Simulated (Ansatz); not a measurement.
# Ruthenium, fcc under PBEsol: structure, energy and stiffness

What does PBEsol give for ruthenium in the fcc structure? We relax it, solve it on a dense k-mesh, then scale the cell to 7 volumes from 88 to 112 % of the relaxed one and try a fit of the equation of state. Spin polarisation is left out. The k-meshes are 14×14×14 for the relaxation; 23×23×23 for the dense run; 16×16×16 for the volumes.

This is Ru in the fcc structure; at room conditions it is hcp.

Computed with Ansatz 0.2.0 (DFT PBEsol, plane waves (420 eV) with PAW, scalar-relativistic; PAW files made under PBE, frozen cores solved again for the functional, unless a step says otherwise).

**1. The structure to begin with**

The structure is cubic, space group Fm-3m (No. 225). The conventional cell has a = 3.785 Å, b = 3.785 Å, c = 3.785 Å, α = 90.00°, β = 90.00°, γ = 90.00°. Around Ru (site symmetry m-3m) lie 12 Ru at 2.68 Å.

Coordinates:

```
CELL_PARAMETERS angstrom
0.00000 1.89243 1.89243
1.89243 0.00000 1.89243
1.89243 1.89243 0.00000
ATOMIC_POSITIONS crystal
Ru 0.00000 0.00000 0.00000
```

**2. Relaxing cell and atoms**

input.yaml

```yaml
crystal:
  lattice:
    - [0.0, 1.8924348942, 1.8924348942]
    - [1.8924348942, 0.0, 1.8924348942]
    - [1.8924348942, 1.8924348942, 0.0]
  atoms:
    - { symbol: Ru, position: [0.0, 0.0, 0.0] }
hamiltonian:
  xc: pbesol
  pseudopotentials:
    kind: paw
    azcp:
      Ru: "pseudopotentials/Ru.paw.azcp"
basis:
  ecutwfc: 420
  fft_grid_basis: typed
kpoints:
  mp_grid: { grid: [14, 14, 14], shift: [0, 0, 0] }
magnetization:
  spin_polarized: false
scf:
  occupations: { method: fermi_dirac, width: 0.1 }
relax:
  max_steps: 60
  f_tol: 0.01
  cell: {}
```

Further steps of the session: Single point on a dense mesh; Volume × 0.88; Volume × 0.92; Volume × 0.96; Volume × 1.0; Volume × 1.04; Volume × 1.08; Volume × 1.12.

What does the calculation give? Wanted: space group; conventional cell; volume; shortest distance; gap on the mesh; relative to hcp; V₀, B₀, B₀′.

**Answer**, as computed:

```
                      quantity                         value
space group (spins left aside)               Fm-3m (No. 225)
             conventional cell                   a = 3.770 Å
                        volume                13.396 Å³/atom
             shortest distance                       2.666 Å
               gap on the mesh  none (levels filled in part)
               relative to hcp                 +121 meV/atom
                   V₀, B₀, B₀′  13.380 Å³/atom, 341 GPa, 4.8
```

What this shows: The relaxation shrank the cell by 1.2 % in volume. Against the reference form of ruthenium (hcp, computed apart with the same settings) it stands 121 meV/atom higher. No gap shows: it is a metal or semimetal at this level. B₀ comes out at 341 GPa, among the stiffest elements. The symmetry was held, so the structure may be unstable against distortions that break it.
